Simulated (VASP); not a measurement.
# Ge (P6_3/mmc) in VASP: a series of runs

The runs below take Ge through relaxation of cell and atoms, with AM05, LDA.

Program: VASP 6.6.1. These are calculated values, not measurements. Logs are shortened: lines on timing, memory, paths and dates and some standing lists are left out, and cuts for length are marked.

### Step 1. The structure

It takes space group P6_3/mmc (No. 194, hexagonal). The conventional cell has a = 3.998 Å, b = 3.998 Å, c = 6.599 Å, α = 90.00°, β = 90.00°, γ = 120.00°. Ge (site symmetry 3m) is surrounded by 4 Ge at 2.45 to 2.47 Å.

This isn't the form of Ge at room conditions, which is diamond.

### Step 2. Relaxation of cell and atoms, AM05

Contents of INCAR:

```
PREC = Accurate
ENCUT = 600
EDIFF = 1E-7
ISMEAR = 0
SIGMA = 0.03
LREAL = False
LASPH = True
NELM = 80
ALGO = Normal
ISIF = 3
LWAVE = False
LCHARG = False
GGA = AM
IBRION = 2
NSW = 90
EDIFFG = -0.005
```

Contents of KPOINTS:

```
Automatic mesh
0
Gamma
  12 12 5
```

Contents of POSCAR:

```
Ge                                      
1.0
    3.9975858431      0.0000000000      0.0000000000
   -1.9987929216      3.4620108940      0.0000000000
    0.0000000000      0.0000000000      6.5993779500
  Ge            
     4
Direct
     0.6666666699999979    0.3333333300000021    0.0629012500000030
     0.3333333300000021    0.6666666699999979    0.5629012500000030
     0.6666666699999979    0.3333333300000021    0.4370987499999970
     0.3333333300000021    0.6666666699999979    0.9370987499999970
```

Potentials or basis: VASP PAW PBE potentials, release 64 (Ge_d).

Command:

```
$ cat potpaw_PBE.64/Ge_d/POTCAR > POTCAR
$ mpirun -np 1 vasp_std > vasp.out
```

OUTCAR:

```text
PREC = Accurate
   ENCUT = 600
   EDIFF = 1E-7
   ISMEAR = 0
   LREAL = False
   LASPH = True
   NELM = 80
   ISIF = 3
   GGA = AM
   IBRION = 2
   NSW = 90
   EDIFFG = -0.005

 ion  position               nearest neighbor table
   1  0.667  0.333  0.063-   4 2.45   4 2.45   4 2.45   3 2.47
   2  0.333  0.667  0.563-   3 2.45   3 2.45   3 2.45   4 2.47
   3  0.667  0.333  0.437-   2 2.45   2 2.45   2 2.45   1 2.47
   4  0.333  0.667  0.937-   1 2.45   1 2.45   1 2.45   2 2.47

  LATTYP: Found a hexagonal cell.
 ALAT       =     3.9975858431
 C/A-ratio  =     1.6508408347

  Lattice vectors:

 A1 = (   3.9975858431,   0.0000000000,   0.0000000000)
 A2 = (  -1.9987929216,   3.4620108940,   0.0000000000)
 A3 = (   0.0000000000,   0.0000000000,   6.5993779500)

Analysis of symmetry for initial positions (statically):
=====================================================================
 Subroutine PRICEL returns:
 Original cell was already a primitive cell.

 Routine SETGRP: Setting up the symmetry group for a
 hexagonal supercell.

 Subroutine GETGRP returns: Found 24 space group operations
 (whereof 12 operations were pure point group operations)
 out of a pool of 24 trial point group operations.

The static configuration has the point symmetry D_3d.
 The point group associated with its full space group is D_6h.

Analysis of symmetry for dynamics (positions and initial velocities):
=====================================================================
 Subroutine PRICEL returns:
 Original cell was already a primitive cell.

 Routine SETGRP: Setting up the symmetry group for a
 hexagonal supercell.

 Subroutine GETGRP returns: Found 24 space group operations
 (whereof 12 operations were pure point group operations)
 out of a pool of 24 trial point group operations.

The dynamic configuration has the point symmetry D_3d.
 The point group associated with its full space group is D_6h.

 Subroutine INISYM returns: Found 24 space group operations
 (whereof 12 operations are pure point group operations),
 and found     1 'primitive' translations

----------------------------------------------------------------------------------------

                                     Primitive cell

  volume of cell :      91.3333

  direct lattice vectors                    reciprocal lattice vectors
     3.997585843  0.000000000  0.000000000     0.250150976  0.144424733  0.000000000
    -1.998792922  3.462010894  0.000000000     0.000000000  0.288849467  0.000000000
     0.000000000  0.000000000  6.599377950     0.000000000  0.000000000  0.151529433

  length of vectors
     3.997585843  3.997585843  6.599377950     0.288849467  0.288849467  0.151529433

  position of ions in fractional coordinates (direct lattice)
     0.666666670  0.333333330  0.062901250
     0.333333330  0.666666670  0.562901250
     0.666666670  0.333333330  0.437098750
     0.333333330  0.666666670  0.937098750

  ion indices of the primitive-cell ions
   primitive index   ion index
                 1           1
                 2           2
                 3           3
                 4           4

----------------------------------------------------------------------------------------

 KPOINTS: Automatic mesh

Automatic generation of k-mesh.
 Grid dimensions read from file:
 generate k-points for:   12   12    5

 Generating k-lattice:

  Cartesian coordinates                     Fractional coordinates (reciprocal lattice)
     0.020845915  0.012035394  0.000000000     0.083333333  0.000000000  0.000000000
     0.000000000  0.024070789  0.000000000     0.000000000  0.083333333  0.000000000
     0.000000000  0.000000000  0.030305887     0.000000000  0.000000000  0.200000000

  Length of vectors
     0.024070789  0.024070789  0.030305887

  Shift w.r.t. Gamma in fractional coordinates (k-lattice)
     0.000000000  0.000000000  0.000000000

 Subroutine IBZKPT returns following result:
 ===========================================

 Found     57 irreducible k-points:

 Following reciprocal coordinates:
            Coordinates               Weight
  0.000000  0.000000  0.000000      1.000000
  0.083333  0.000000  0.000000      6.000000
  0.166667  0.000000  0.000000      6.000000
  0.250000  0.000000  0.000000      6.000000
  0.333333  0.000000  0.000000      6.000000
  0.416667  0.000000  0.000000      6.000000
[... 16 lines left out ...]
  0.250000  0.000000  0.200000     12.000000
  0.333333  0.000000  0.200000     12.000000
 [... further k-points ...]
   k-points           NKPTS =     57   k-points in BZ     NKDIM =     57   number of bands    NBANDS=     33
   number of dos      NEDOS =    301   number of ions     NIONS =      4
   total plane-waves  NPLWV =  55296
   dimension x,y,z NGX =    32 NGY =   32 NGZ =   54
   dimension x,y,z NGXF=    64 NGYF=   64 NGZF=  108
   ions per type =               4
   NGX,Y,Z   is equivalent  to a cutoff of  13.31, 13.31, 13.60 a.u.
   NGXF,Y,Z  is equivalent  to a cutoff of  26.62, 26.62, 27.21 a.u.
 SYSTEM =  unknown system
   PREC   = accura    normal or accurate (medium, high low for compatibility)
   ISTART =      0    job   : 0-new  1-cont  2-samecut
   ICHARG =      2    charge: 1-file 2-atom 10-const
   ISPIN  =      1    spin polarized calculation?
   LNONCOLLINEAR =      F non collinear calculations
   LSORBIT =      F    spin-orbit coupling
   LASPH  =      T    aspherical Exc in radial PAW
   ENCUT  =  600.0 eV  44.10 Ry    6.64 a.u.   7.98  7.98 13.18*2*pi/ulx,y,z
   NELM   =     80;   NELMIN=  2; NELMDL= -5     # of ELM steps
   EDIFF  = 0.1E-06   stopping-criterion for ELM
   LREAL  =      F    real-space projection
   EDIFFG = -.5E-02   stopping-criterion for IOM
   NSW    =     90    number of steps for IOM
   IBRION =      2    ionic relax: 0-MD 1-quasi-New 2-CG
   NFREE  =      1    steps in history (QN), initial steepest desc. (CG)
   ISIF   =      3    stress and relaxation
   ISYM   =      2    0-nonsym 1-usesym 2-fastsym
   POTIM  = 0.5000    time-step for ionic-motion
   TEBEG  =    0.0;   TEEND  =   0.0 temperature during run
   PSTRESS=    0.0 pullay stress
   NELECT =      56.0000    total number of electrons
   NUPDOWN=      -1.0000    fix difference up-down
   EMIN   =  10.00;   EMAX   =-10.00  energy-range for DOS
   EFERMI =   0.00;   METHOD = LEGACY
   ISMEAR =     0;   SIGMA  =   0.03  broadening in eV -4-tet -1-fermi 0-gaus
   EFERMI_NEDOS =   21; number of points for ismear=-14 and -15
   IALGO  =     38    algorithm
   IMIX   =      4    mixing-type and parameters
     AMIX     =   0.40;   BMIX     =  1.00
     AMIX_MAG =   1.60;   BMIX_MAG =  1.00
  volume/ion in A,a.u.               =      22.83       154.09
  Fermi-wavevector in a.u.,A,eV,Ry     =   1.390789  2.628209 26.317650  1.934293
  Thomas-Fermi vector in A             =   2.514690
   LORBIT       =      0    0 simple, 1 ext, 2 COOP (PROOUT), +10 PAW based schemes
   GGA     = AM    functional components
   LHFCALC =     F    Hartree Fock is set to
   AEXX    =    0.0000 exact exchange contribution
   IVDW    =     0    specifies the selected vdW correction
   LEPSILON=     F    determine dielectric tensor
   LRPA    =     F    only Hartree local field effects (RPA)
 conjugate gradient relaxation of ions
 non-spin polarized calculation
 Gauss-broadening in eV      SIGMA  =   0.03
  energy-cutoff  :      600.00
  volume of cell :       91.33
 maximum number of plane-waves:      3072
 NGX is ok and might be reduce to    32
   NGX = 15   NGY = 15   NGZ = 27

--------------------------------------- Ionic step        1  -------------------------------------------

 number of electron      55.9999987 magnetization

 Free energy of the ion-electron system (eV)
  ---------------------------------------------------
  ext. energy  EPLUGINS =         0.00000000
  ---------------------------------------------------
  free energy    TOTEN  =       -18.72595289 eV

  energy without entropy =      -18.72591263  energy(sigma->0) =      -18.72593276

------------------------ aborting loop because EDIFF is reached ----------------------------------------

  FORCE on cell =-STRESS in cart. coord.  units (eV):
  Direction    XX          YY          ZZ          XY          YZ          ZX
  --------------------------------------------------------------------------------------
  -------------------------------------------------------------------------------------
  Total        0.0425553      0.0425553     -0.0130410     -0.0000000     -0.0000000      0.0000000
  in kB        0.7465082      0.7465082     -0.2287672     -0.0000000     -0.0000000      0.0000000
  external PRESSURE =       0.4214164 kB  Pullay stress =       0.0000000 kB
[... 251 lines left out ...]
  energy  without entropy=      -18.7258641480  energy(sigma->0) =      -18.72588917

--------------------------------------- Ionic step        8  -------------------------------------------

 number of electron      55.9999987 magnetization

 Free energy of the ion-electron system (eV)
  ---------------------------------------------------
  ext. energy  EPLUGINS =         0.00000000
  ---------------------------------------------------
  free energy    TOTEN  =       -18.72592147 eV

  energy without entropy =      -18.72587413  energy(sigma->0) =      -18.72589780

 E-fermi :   4.8902     XC(G=0):  -9.9519

 val. band max:        4.8748372331   @ k =   0.0000   0.0000   0.0000
 cond. band min:       4.9140892701   @ k =   0.0000   0.0000   0.2000
 fundamental gap:      0.0392520370
 Fermi energy:         4.8901803528

 k-point     1 :       0.0000    0.0000    0.0000
  band No.  band energies     occupation
      1     -20.0123      2.00000
      2     -20.0123      2.00000
      3     -19.9746      2.00000
      4     -19.9740      2.00000
      5     -19.9740      2.00000
      6     -19.9614      2.00000
[... 853 lines left out ...]
     32       8.9758      0.00000
     33       9.6759      0.00000

 [... further k-points ...]

------------------------ aborting loop because EDIFF is reached ----------------------------------------

  FORCE on cell =-STRESS in cart. coord.  units (eV):
  Direction    XX          YY          ZZ          XY          YZ          ZX
  --------------------------------------------------------------------------------------
  -------------------------------------------------------------------------------------
  Total        0.0008228      0.0008228     -0.0067544     -0.0000000      0.0000000      0.0000000
  in kB        0.0144283      0.0144283     -0.1184394     -0.0000000      0.0000000      0.0000000
  external PRESSURE =      -0.0298610 kB  Pullay stress =       0.0000000 kB
[... 19 lines left out ...]
  FREE ENERGIE OF THE ION-ELECTRON SYSTEM (eV)
  ---------------------------------------------------
  free  energy   TOTEN  =       -18.7259214742 eV

  energy  without entropy=      -18.7258741273  energy(sigma->0) =      -18.72589780

 reached required accuracy - stopping structural energy minimisation
```

It took 4.9 min on 1 thread of Intel Xeon 6975P-C (Granite Rapids), shared host; peak memory 0.32 GiB.

What came out:

| Item | Value |
| --- | --- |
| Free energy | -18.7259 eV |
| Relaxed volume | 22.84 Å³/atom |
| Relaxed cell | a = 3.999 Å, b = 3.999 Å, c = 6.598 Å, α = 90.00°, β = 90.00°, γ = 120.00° |
| Space group after relaxing (to 0.05 Å) | P6_3/mmc (No. 194) |
| Energy gained by relaxing | 0.0 meV/atom |
| Ionic steps | 8 |
| Pressure after relaxing | 0.0 GPa |
| Largest force after relaxing | 0.004 eV/Å |
| Band gap on the k mesh | 0.04 eV, indirect (least direct gap 0.12 eV) |

Forces on the atoms (eV/Å):
```
Ge   0.000  0.000 -0.004
Ge   0.000  0.000 -0.004
Ge   0.000  0.000  0.004
Ge   0.000  0.000  0.004
```

Final structure:
```xyz
4
Lattice="3.9989 0.0000 0.0000 -1.9995 3.4632 0.0000 0.0000 0.0000 6.5976" Properties=species:S:1:pos:R:3 pbc="T T T"
Ge    1.9995    1.1544    0.4148
Ge    0.0000    2.3088    3.7136
Ge    1.9995    1.1544    2.8840
Ge    0.0000    2.3088    6.1828
```

Caveat: the PAW data sets were made with another functional, which shifts forces and pressure a little; an odd mesh through Γ misses points on the zone boundary, where band edges often lie.

### Step 3. Relaxation of cell and atoms, LDA

Contents of INCAR:

```
SYSTEM = Ge
ALGO     = Normal         ! electronic algorithm
EDIFF    = 1E-6           ! SCF threshold, eV
EDIFFG   = -0.01          ! ionic threshold
ENCUT    = 600            ! plane-wave cutoff, eV
IBRION   = 2              ! ionic algorithm
ISIF     = 3              ! what is computed and relaxed
ISMEAR   = 0              ! smearing method
KPAR     = 2            
LASPH    = .TRUE.         ! aspherical terms in the spheres
LCHARG   = .FALSE.        ! write CHGCAR
LREAL    = .FALSE.        ! projectors in reciprocal space
LWAVE    = .FALSE.        ! write WAVECAR
NELM     = 80             ! most SCF steps
NSW      = 90             ! ionic steps
PREC     = Accurate       ! precision mode
SIGMA    = 0.03           ! smearing width, eV
```

Contents of KPOINTS:

```
k-points
0
G
  12 12 5
  0 0 0
```

Contents of POSCAR:

```
Ge
1.0
    3.9975858431      0.0000000000      0.0000000000
   -1.9987929216      3.4620108940      0.0000000000
    0.0000000000      0.0000000000      6.5993779500
Ge
4
Direct
    0.6666666700      0.3333333300      0.0629012500
    0.3333333300      0.6666666700      0.5629012500
    0.6666666700      0.3333333300      0.4370987500
    0.3333333300      0.6666666700      0.9370987500
```

Potentials or basis: VASP PAW LDA potentials, release 64 (Ge_d).

Command:

```
$ cat potpaw_LDA.64/Ge_d/POTCAR > POTCAR
$ mpirun -np 2 vasp_std > vasp.out
```

It took 4.2 min on 2 MPI ranks of Intel Xeon Platinum 8259CL at 2.50GHz (Skylake/Cascade Lake), shared host; peak memory 0.28 GiB.

Results (log left out):

```
Free energy                            : -20.7184 eV
Relaxed volume                         : 22.22 Å³/atom
Relaxed cell                           : a = 3.962 Å, b = 3.962 Å, c = 6.537 Å, α = 90.00°, β = 90.00°, γ = 120.00°
Space group after relaxing (to 0.05 Å) : P6_3/mmc (No. 194)
Energy gained by relaxing              : 3.6 meV/atom
Ionic steps                            : 7
Pressure after relaxing                : 0.0 GPa
Band gap on the k mesh                 : none (metal or under the smearing width)
```

Forces in eV/Å, atoms in the order of the input:
```
Ge   0.000  0.000  0.003
Ge   0.000  0.000  0.003
Ge   0.000  0.000 -0.003
Ge   0.000  0.000 -0.003
```

Step by step:
```csv
step,energy change (eV),largest force (eV/Å),pressure (GPa),volume (Å³)
1,0.0000,0.0045,-1.76,91.33
2,-0.0130,0.0040,0.48,88.06
3,-0.0146,0.0009,0.10,88.76
4,-0.0146,0.0004,-0.17,88.90
5,-0.0146,0.0017,0.07,88.82
6,-0.0146,0.0017,-0.18,88.94
7,-0.0146,0.0026,0.03,88.86
```

Final structure:
```cif
data_structure
_symmetry_space_group_name_H-M 'P 1'
_symmetry_Int_Tables_number 1
_cell_length_a 3.9619
_cell_length_b 3.9619
_cell_length_c 6.5373
_cell_angle_alpha 90.000
_cell_angle_beta 90.000
_cell_angle_gamma 120.000
_cell_volume 88.86
loop_
_atom_site_label
_atom_site_type_symbol
_atom_site_fract_x
_atom_site_fract_y
_atom_site_fract_z
_atom_site_occupancy
Ge1 Ge 0.66667 0.33333 0.06288 1
Ge2 Ge 0.33333 0.66667 0.56288 1
Ge3 Ge 0.66667 0.33333 0.43712 1
Ge4 Ge 0.33333 0.66667 0.93712 1
```

Levels at points of the mesh, in eV from the Fermi level:
```tsv
k point	band 26	band 27	band 28	band 29	band 30	band 31
(0.00, 0.00, 0.00)	-0.18	-0.13	0.07	0.11	0.11	2.23
(0.50, 0.00, 0.00)	-3.17	-2.94	-1.50	0.41	1.64	3.48
```

### Step 4. Relaxation of cell and atoms, LDA

This run uses another cell than the first one, of 22.22 Å³/atom, 0.973 times its volume.

INCAR: that of step 3 with these lines changed.

```diff
@@ -2,4 +2,4 @@
 ALGO     = Normal         ! electronic algorithm
-EDIFF    = 1E-6           ! SCF threshold, eV
-EDIFFG   = -0.01          ! ionic threshold
+EDIFF    = 1E-7           ! SCF threshold, eV
+EDIFFG   = -0.005         ! ionic threshold
 ENCUT    = 600            ! plane-wave cutoff, eV
```

KPOINTS is that of step 3.

Contents of POSCAR:

```
Ge                                      
1.0
    3.9618823298      0.0000000000      0.0000000000
   -1.9809411649      3.4310907445     -0.0000000000
    0.0000000000     -0.0000000000      6.5372557532
  Ge            
     4
Direct
     0.6666666699999979    0.3333333300000021    0.0628808034219336
     0.3333333300000021    0.6666666699999979    0.5628808034219335
     0.6666666699999979    0.3333333300000021    0.4371191965780665
     0.3333333300000021    0.6666666699999979    0.9371191965780665
```

Command:

```
$ cat potpaw_LDA.64/Ge_d/POTCAR > POTCAR
$ mpirun -np 2 vasp_std > vasp.out
```

It took 2 min on 2 MPI ranks of Intel Xeon Platinum 8259CL at 2.50GHz (Skylake/Cascade Lake), shared host; peak memory 0.28 GiB.

The run converged. Its results:

```
Free energy                            : -20.7181 eV
Relaxed volume                         : 22.21 Å³/atom
Relaxed cell                           : a = 3.961 Å, b = 3.961 Å, c = 6.537 Å, α = 90.00°, β = 90.00°, γ = 120.00°
Space group after relaxing (to 0.05 Å) : P6_3/mmc (No. 194)
Energy gained by relaxing              : 0.0 meV/atom
Ionic steps                            : 3
Pressure after relaxing                : 0.0 GPa
Band gap on the k mesh                 : none (metal or under the smearing width)
```

Final structure:
```yaml
crystal:
  lattice:
    - [3.96149, 0.00000, 0.00000]
    - [-1.98075, 3.43075, 0.00000]
    - [0.00000, 0.00000, 6.53674]
  atoms:
    - { symbol: Ge, position: [0.66667, 0.33333, 0.06288] }
    - { symbol: Ge, position: [0.33333, 0.66667, 0.56288] }
    - { symbol: Ge, position: [0.66667, 0.33333, 0.43712] }
    - { symbol: Ge, position: [0.33333, 0.66667, 0.93712] }
```

Levels at points of the mesh, in eV from the Fermi level:
```tsv
k point	band 25	band 26	band 27	band 28	band 29	band 30	band 31	band 32
(0.00, 0.00, 0.00)	-1.54	-0.18	-0.13	0.07	0.11	0.11	2.23	2.23
(0.50, 0.00, 0.00)	-4.74	-3.17	-2.94	-1.50	0.41	1.64	3.48	3.69
```
